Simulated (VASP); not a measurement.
# Co (Pm-3m) in VASP: single point with PBE

Aim: the single point of Co with PBE.

All numbers are computed with VASP 6.6.1; they aren't measurements. Logs are shortened: lines on timing, memory, paths and dates and some standing lists are left out, and cuts for length are marked.

## Step 1: The crystal as given

The structure is cubic, space group Pm-3m (No. 221). The conventional cell has a = 2.286 Å, b = 2.286 Å, c = 2.286 Å, α = 90.00°, β = 90.00°, γ = 90.00°. Around Co (site symmetry m-3m) lie 6 Co at 2.29 Å.

The cell was built by a generator and needn't be a form met in nature.

## Step 2: Single point, PBE

INCAR reads:

```
ALGO = Normal
EDIFF = 1E-7
ENCUT = 520
GGA = PE
ISIF = 2
ISMEAR = -1
LASPH = True
LCHARG = True
LELF = True
LREAL = False
LVHAR = True
LWAVE = False
NBANDS = 10
NELM = 100
PREC = Accurate
SIGMA = 0.13605693000000002
```

KPOINTS reads:

```
k-points
0
Gamma
  14 14 14
```

POSCAR reads:

```
Co
1.0
    2.2855425838      0.0000000000      0.0000000000
    0.0000000000      2.2855425838      0.0000000000
    0.0000000000      0.0000000000      2.2855425838
Co
1
Direct
    0.0000000000      0.0000000000      0.0000000000
```

Potentials or basis: VASP PAW PBE potentials, release 64 (Co).

The run is started by

```console
$ cat potpaw_PBE.64/Co/POTCAR > POTCAR
$ mpirun -np 1 vasp_std > vasp.out
```

OUTCAR:

```text
EDIFF = 1E-7
   ENCUT = 520
   GGA = PE
   ISIF = 2
   ISMEAR = -1
   LASPH = True
   LREAL = False
   NELM = 100
   PREC = Accurate

 ion  position               nearest neighbor table
   1  0.000  0.000  0.000-

  LATTYP: Found a simple cubic cell.
 ALAT       =     2.2855425838

  Lattice vectors:

 A1 = (   2.2855425838,   0.0000000000,   0.0000000000)
 A2 = (   0.0000000000,   2.2855425838,   0.0000000000)
 A3 = (   0.0000000000,   0.0000000000,   2.2855425838)

Analysis of symmetry for initial positions (statically):
=====================================================================
 Subroutine PRICEL returns:
 Original cell was already a primitive cell.

 Routine SETGRP: Setting up the symmetry group for a
 simple cubic supercell.

 Subroutine GETGRP returns: Found 48 space group operations
 (whereof 48 operations were pure point group operations)
 out of a pool of 48 trial point group operations.

The static configuration has the point symmetry O_h .

Analysis of symmetry for dynamics (positions and initial velocities):
=====================================================================
 Subroutine PRICEL returns:
 Original cell was already a primitive cell.

 Routine SETGRP: Setting up the symmetry group for a
 simple cubic supercell.

 Subroutine GETGRP returns: Found 48 space group operations
 (whereof 48 operations were pure point group operations)
 out of a pool of 48 trial point group operations.

The dynamic configuration has the point symmetry O_h .

 Subroutine INISYM returns: Found 48 space group operations
 (whereof 48 operations are pure point group operations),
 and found     1 'primitive' translations

----------------------------------------------------------------------------------------

                                     Primitive cell

  volume of cell :      11.9390

  direct lattice vectors                    reciprocal lattice vectors
     2.285542584  0.000000000  0.000000000     0.437532867  0.000000000  0.000000000
     0.000000000  2.285542584  0.000000000     0.000000000  0.437532867  0.000000000
     0.000000000  0.000000000  2.285542584     0.000000000  0.000000000  0.437532867

  length of vectors
     2.285542584  2.285542584  2.285542584     0.437532867  0.437532867  0.437532867

[... 79 lines left out ...]
   LREAL  =      F    real-space projection
   EDIFFG = 0.1E-05   stopping-criterion for IOM
   NSW    =      0    number of steps for IOM
   IBRION =     -1    ionic relax: 0-MD 1-quasi-New 2-CG
   NFREE  =      0    steps in history (QN), initial steepest desc. (CG)
   ISIF   =      2    stress and relaxation
   ISYM   =      2    0-nonsym 1-usesym 2-fastsym
   POTIM  = 0.5000    time-step for ionic-motion
   TEBEG  =    0.0;   TEEND  =   0.0 temperature during run
   PSTRESS=    0.0 pullay stress
   NELECT =       9.0000    total number of electrons
   NUPDOWN=      -1.0000    fix difference up-down
   EMIN   =  10.00;   EMAX   =-10.00  energy-range for DOS
   EFERMI =   0.00;   METHOD = LEGACY
   ISMEAR =    -1;   SIGMA  =   0.14  broadening in eV -4-tet -1-fermi 0-gaus
   EFERMI_NEDOS =   21; number of points for ismear=-14 and -15
   IALGO  =     38    algorithm
   IMIX   =      4    mixing-type and parameters
     AMIX     =   0.40;   BMIX     =  1.00
     AMIX_MAG =   1.60;   BMIX_MAG =  1.00
  volume/ion in A,a.u.               =      11.94        80.57
  Fermi-wavevector in a.u.,A,eV,Ry     =   1.489932  2.815563 30.203524  2.219896
  Thomas-Fermi vector in A             =   2.602778
   LORBIT       =      0    0 simple, 1 ext, 2 COOP (PROOUT), +10 PAW based schemes
   GGA     = PE    functional components
   LHFCALC =     F    Hartree Fock is set to
   AEXX    =    0.0000 exact exchange contribution
   IVDW    =     0    specifies the selected vdW correction
   LEPSILON=     F    determine dielectric tensor
   LRPA    =     F    only Hartree local field effects (RPA)
 non-spin polarized calculation
  energy-cutoff  :      520.00
  volume of cell :       11.94
 maximum number of plane-waves:       341
 NGX is ok and might be reduce to    18
   NGX =  9   NGY =  9   NGZ =  9

 number of electron       9.0000006 magnetization

 Free energy of the ion-electron system (eV)
  ---------------------------------------------------
  ext. energy  EPLUGINS =         0.00000000
  ---------------------------------------------------
  free energy    TOTEN  =        -6.09405849 eV

  energy without entropy =       -5.92703448  energy(sigma->0) =       -6.01054648

 E-fermi :   8.9319     XC(G=0): -12.7543

 val. band max:        8.9156717954   @ k =   0.3571   0.2143   0.0714
 cond. band min:       8.9330751396   @ k =   0.2857   0.2143   0.0714
 fundamental gap:      0.0174033442
 Fermi energy:         8.9318869806

 k-point     1 :       0.0000    0.0000    0.0000
  band No.  band energies     occupation
      1       0.7314      2.00000
      2       5.3556      2.00000
      3       5.3556      2.00000
      4       9.4031      0.06073
      5       9.4031      0.06073
      6       9.4031      0.06073
      7      29.1761      0.00000
      8      29.1761      0.00000
      9      29.1761      0.00000
     10      33.2169      0.00000
[... 287 lines left out ...]
 k-point    24 :       0.3571    0.2143    0.0000
  band No.  band energies     occupation
      1       4.7919      2.00000
      2       6.0837      2.00000
      3       7.0829      2.00000
      4       8.4106      1.95757
      5       9.0156      0.70187
      6       9.0184      0.69239
      7      17.0729      0.00000
      8      25.2044      0.00000
      9      32.7740      0.00000
     10      35.6981      0.00000

 [... further k-points ...]

------------------------ aborting loop because EDIFF is reached ----------------------------------------

  FORCE on cell =-STRESS in cart. coord.  units (eV):
  Direction    XX          YY          ZZ          XY          YZ          ZX
  --------------------------------------------------------------------------------------
  -------------------------------------------------------------------------------------
  Total       -0.0179067     -0.0179067     -0.0179067      0.0000000      0.0000000      0.0000000
  in kB       -2.4030278     -2.4030278     -2.4030278      0.0000000      0.0000000      0.0000000
  external PRESSURE =      -2.4030278 kB  Pullay stress =       0.0000000 kB

 VOLUME and BASIS-vectors are now :
 -----------------------------------------------------------------------------
  energy-cutoff  :      520.00
  volume of cell :       11.94
      direct lattice vectors                 reciprocal lattice vectors
     2.285542584  0.000000000  0.000000000     0.437532867  0.000000000  0.000000000
     0.000000000  2.285542584  0.000000000     0.000000000  0.437532867  0.000000000
     0.000000000  0.000000000  2.285542584     0.000000000  0.000000000  0.437532867

 POSITION                                       TOTAL-FORCE (eV/Angst)
 -----------------------------------------------------------------------------------
      0.00000      0.00000      0.00000         0.000000      0.000000      0.000000
 -----------------------------------------------------------------------------------
    total drift:                               -0.000000      0.000000      0.000000

  FREE ENERGIE OF THE ION-ELECTRON SYSTEM (eV)
  ---------------------------------------------------
  free  energy   TOTEN  =        -6.0940584917 eV

  energy  without entropy=       -5.9270344766  energy(sigma->0) =       -6.01054648
```

stdout:

```text
POSCAR found type information on POSCAR Co
 POSCAR found :  1 types and       1 ions
 scaLAPACK will be used
 LDA part: xc-table for (Slater+PW92), standard interpolation
 POSCAR, INCAR and KPOINTS ok, starting setup
 FFT: planning ... GRIDC
 FFT: planning ... GRID_SOFT
 FFT: planning ... GRID
 WAVECAR not read
 entering main loop
```

Wall time 5.4 s (1 thread of Intel Xeon 6975P-C (Granite Rapids), shared host); peak memory 0.13 GiB.

What came out:

- Free energy: -6.0941 eV
- Pressure: -0.2 GPa
- Band gap on the k mesh: none (metal or under the smearing width)

Caveat: the run has no spin polarisation, though such a crystal can be magnetic.
